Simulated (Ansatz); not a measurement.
**Cd: the order of phases, scalar-relativistic**

Which of fcc, bcc, hcp, sc, diamond is lowest for Cd, scalar-relativistic? Methods of the runs shown: LAPW. Companion runs by PAW are cited.

Method: DFT, PBE, all-electron LAPW, scalar-relativistic, in Ansatz 0.2.0.

## 1. Starting point

The structure is cubic, space group Fm-3m (No. 225). Conventional cell: a = 4.508 Å, b = 4.508 Å, c = 4.508 Å, α = 90.00°, β = 90.00°, γ = 90.00°. Around Cd (site symmetry m-3m) lie 12 Cd at 3.19 Å.

Structure file:

```
CELL_PARAMETERS angstrom
0.00000 2.25390 2.25390
2.25390 0.00000 2.25390
2.25390 2.25390 0.00000
ATOMIC_POSITIONS crystal
Cd 0.00000 0.00000 0.00000
```

## 2. Fcc relaxed, LAPW

input.yaml

```yaml
crystal:
  lattice:
    - [0.0, 2.2538975784, 2.2538975784]
    - [2.2538975784, 0.0, 2.2538975784]
    - [2.2538975784, 2.2538975784, 0.0]
  atoms:
    - { symbol: Cd, position: [0.0, 0.0, 0.0] }
kpoints:
  mp_grid: { grid: [16, 16, 16] }
scf:
  occupations: { method: fermi_dirac, width: 0.05 }
hamiltonian:
  xc: pbe
  pseudopotentials: { kind: all_electron, lapw: { basis_error: 0.0005 } }
output:
  forces: true
  stress: true
  eigenvalues: true
  populations: true
relax:
  f_tol: 0.005
  max_steps: 25
  cell: {}
```

On the command line:

```console
$ ansatz run input.yaml --threads 1 --pin off --max-ram 3072MiB --backend cpu --events-out ev --progress --plain --runs-dir out
```

Further steps of the session: Bcc relaxed, LAPW; Hcp relaxed, LAPW; Sc relaxed, LAPW; Diamond relaxed, LAPW.

Before running it: what results should come out? Wanted: lowest (for each run or level that gives them).

As calculated:

```
     quantity                        value
lowest (LAPW)  fcc, 3.2 meV/atom under hcp
 lowest (PAW)  fcc, 3.2 meV/atom under hcp
```

What this shows: By LAPW the order is fcc < hcp < bcc < sc < diamond. By PAW the order is fcc < hcp < bcc < sc < diamond. The methods agree on the lowest phase. Only these structures were tried, with electrons smeared by 0.05 eV and without vibrations, so the true ground state may be another. The k meshes differ between phases and weren't tested, which can move differences by some meV.
